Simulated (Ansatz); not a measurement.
**ZnS: two-dimensional strain map**

Computed with DFT r2SCAN, scalar-relativistic, plane waves, PAW (Ansatz 0.2.0). Cutoff 500 eV, Γ-centred 8×8×8 k-points, Gaussian smearing of 0.05 eV. No spin polarisation. Energies are free energies at this smearing, counted from the undisturbed cell; pressure is positive in compression.

Reference structure (as given, not relaxed at this level; it stands at -0.9 GPa):

```xyz
2
Lattice="0.0000 2.7046 2.7046 2.7046 0.0000 2.7046 2.7046 2.7046 0.0000" Properties=species:S:1:pos:R:3 pbc="T T T"
Zn    0.0000    0.0000    0.0000
S     4.0570    4.0570    4.0570
```

The cell is strained by p along both x and y and by q along z, fractional coordinates fixed. Points are written (p, q).

Energy above the undisturbed cell in meV/atom (a dash: not computed):

```
 p \ q  -0.030  -0.015  0.000  0.015  0.030
-0.030    32.3    21.0   13.3    9.0    8.0
-0.015    12.0     5.1    1.6    1.1    3.7
 0.000     2.7    -0.1    0.0    3.0    8.8
 0.015     3.4     4.1    7.6   13.8   22.5
 0.030    13.1    17.1   23.5   32.5   43.7
```

Pressure in GPa:

| p \ q | -0.030 | -0.015 | 0.000 | 0.015 | 0.030 |
| --- | --- | --- | --- | --- | --- |
| -0.030 | 7.5 | 5.9 | 4.3 | 2.9 | 1.6 |
| -0.015 | 4.3 | 2.9 | 1.6 | 0.3 | -0.9 |
| 0.000 | 1.6 | 0.3 | -0.9 | -1.9 | -3.0 |
| 0.015 | -0.9 | -1.9 | -3.0 | -3.9 | -4.8 |
| 0.030 | -3.0 | -3.9 | -4.8 | -5.6 | -6.3 |

Gap on the k-mesh in eV:

```csv
p \ q,-0.030,-0.015,0.000,0.015,0.030
-0.030,3.08,2.99,2.89,2.80,2.70
-0.015,2.90,2.86,2.77,2.68,2.59
0.000,2.72,2.68,2.65,2.56,2.48
0.015,2.55,2.51,2.48,2.45,2.37
0.030,2.39,2.35,2.32,2.28,2.25
```